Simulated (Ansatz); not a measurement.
Crystal: MgO.

```
Mg O
1.0
     0.00000    2.30616    2.30616
     2.30616    0.00000    2.30616
     2.30616    2.30616    0.00000
Mg O
1 1
Direct
  0.50000 0.50000 0.50000
  0.75000 0.75000 0.75000
```

The cell was built by a generator and needn't be a form met in nature.

| Property | Result |
| --- | --- |
| Program | Ansatz 0.2.0 |
| Task | relaxation of cell and atoms |
| Functional | PBE0 |
| Potentials or basis | Ansatz PAW |
| Cutoff | 420 eV (not typed: the program's choice for these potentials) |
| k mesh | 5 × 5 × 5 |
| Occupations | fermi-dirac, width 0.05 eV |
| Spin | no spin polarisation |

At the start: volume 12.27 Å³/atom.

Where does the relaxation end?

It ends after 7 steps and the volume is 11.88 Å³/atom (-3.1 %); space group F-43m (No. 216, to 0.05 Å).

The path:
```
step  energy change (eV)  largest force (eV/Å)  volume (Å³)
   1              0.0000                0.0000        24.53
   2             -0.0071                0.0000        24.18
   3             -0.0104                0.0000        23.77
   4             -0.0104                0.0000        23.79
   5             -0.0091                0.0000        23.79
   6             -0.0091                0.0000        23.76
   7             -0.0091                0.0000        23.76
```

Final structure:
```
CELL_PARAMETERS angstrom
0.00000 2.28191 2.28191
2.28191 0.00000 2.28191
2.28191 2.28191 0.00000
ATOMIC_POSITIONS crystal
Mg 0.50000 0.50000 0.50000
O 0.75000 0.75000 0.75000
```

Caveat: the k mesh is coarse (spacing up to 0.47 Å⁻¹), so the values aren't converged, least of all with exact exchange; the plane-wave basis is chosen anew once the cell has moved, so the energies of steps on either side of that aren't comparable; the pressure holds a Pulay correction of +0.3 GPa for the finite cutoff; the PAW data sets come from PBE, with cores solved anew for the run's functional, which leaves a small shift of forces and pressure.
